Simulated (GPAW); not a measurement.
The system is AlNi.

```
CELL_PARAMETERS angstrom
2.88100 0.00000 0.00000
0.00000 2.88100 0.00000
0.00000 0.00000 2.88100
ATOMIC_POSITIONS crystal
Ni 0.50000 0.50000 0.50000
Al 0.00000 0.00000 0.00000
```

Base run:

```yaml
Program: GPAW 26.7.0
Functional: PBEsol
Potentials_or_basis: PAW data sets generated in the run's folder for this functional
Cutoff: 600 eV
Basis: pw
k_mesh: 9 × 9 × 9
Occupations: fermi-dirac, width 0.05 eV
Spin: collinear spin, ferromagnetic start
Starting_moments: "[1.0, 0.0] μB"
Hubbard_terms: Ni d U = 4 eV
```

Its results: pressure -5.1 GPa; net moment 0.00 μB per cell.

**Question.** The run is repeated on the same cell with these changes: hubbard terms from Ni d U = 4 eV to Ni d U = 8 eV. What comes out?

**Answer.** Pressure -7.6 GPa; net moment 0.00 μB per cell.

Caveats: the stock nickel data set gives pressures a few GPa off other programs; the U is typed as a test and isn't derived for this compound.
